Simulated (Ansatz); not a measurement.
Method: PBE, collinear spin; PAW, plane waves to 420 eV, 6×6×6 Γ-centred mesh, fermi-dirac occupations (width 0.0703 eV) (Ansatz 0.2.0), atoms fixed. The cell carries a charge of -1 e on a uniform background.

Computed maps in the lattice plane spanned by a (left to right, 3.75 Å, 11 points from zero) and b (bottom to top, 3.75 Å, 11 points from zero), 90° apart, at height 0.000 along c. The fields are smooth PAW ones with compensation charges, not the true ones near nuclei.

Valence density. Digits on a logarithmic scale: 0 up to 0.03 e/Å³, each further digit a factor of 1.6, 9 from 1.3 e/Å³ up:
```
99879999789
98667887668
87644554467
99743333479
99853223589
99853223589
99743333479
87644554467
98667887668
99879999789
99989999899
```

The cell is SeCl2O2. Which atoms lie within 0.2 Å of this plane, and where (fractions of a and b)?

Se at (0.00, 0.00), O at (0.50, 0.00), O at (0.00, 0.50). The whole cell:
```
CELL_PARAMETERS angstrom
0.00000 3.74686 0.00000
3.74686 0.00000 0.00000
1.87343 1.87343 -5.88029
ATOMIC_POSITIONS crystal
Se 0.00000 0.00000 0.00000
Cl 0.35300 0.35300 0.29400
Cl 0.64700 0.64700 0.70600
O 0.50000 0.00000 0.00000
O 0.00000 0.50000 0.00000
```

Magnetic state (reached from a saved solution, and it need not be the lowest): Cl2 up, Cl3 up.

Origin: a known structure type with other elements, at an estimated volume, so it need not be a known compound. Caveats: atoms or cell far from equilibrium; charged cell with a uniform background.
